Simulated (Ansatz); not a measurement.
## GaSb under changes of volume

One of the cells (28.625 Å³/atom); the others are scaled copies at fixed shape and fractional positions:

```
Sb Ga
1.0
     0.00000    3.05900    3.05900
     3.05900    0.00000    3.05900
     3.05900    3.05900    0.00000
Sb Ga
1 1
Direct
  0.75000 0.75000 0.75000
  0.00000 0.00000 0.00000
```

- Program: Ansatz 0.2.0
- Functional: r2SCAN50
- Potentials or basis: Ansatz PAW
- Cutoff: 500 eV (not typed: the program's choice for these potentials)
- k mesh: 4 × 4 × 4
- Occupations: fermi-dirac, width 0.05 eV
- Spin: no spin polarisation

```tsv
volume (Å³/atom)	energy over the lowest point (meV/atom)	pressure (GPa)	gap on the mesh (eV)
26.907	?	?	?
27.480	1.73	1.2	3.22
28.052	0.00	-0.2	3.15
28.625	2.98	-1.4	3.08
29.197	10.23	-2.6	2.89
29.770	21.11	-3.6	2.70
30.342	35.42	-4.4	2.52
```

Problem. What does the run at 26.907 Å³/atom give?

Solution. Energy over the lowest point 8.64 meV/atom; pressure 2.7 GPa; gap on the mesh 3.29 eV.

Worked out: A Birch-Murnaghan fit of order 3 (a polynomial in V^(-2/3)) to the other rows has its minimum at 27.97 Å³/atom with B0 = V·E''(V) = 66 GPa and B' = 4.7. It gives 8.76 meV/atom at 26.907 Å³/atom, against the run's 8.64, and -dE/dV = 2.8 GPa, against 2.7. A parabola through the other rows of the gap, of slope -0.0719 eV per unit of ln V there, extrapolates to 3.25 eV, against the run's 3.29.

Energies are extrapolated to zero smearing.

Caveats: all runs use coarse meshes; spin-orbit coupling is left out, which moves the levels of the heavy elements; the PAW data sets come from PBE, with cores solved anew for the run's functional, which leaves a small shift of forces and pressure; the thresholds are loose for stress.

A mesh can miss the band edges.
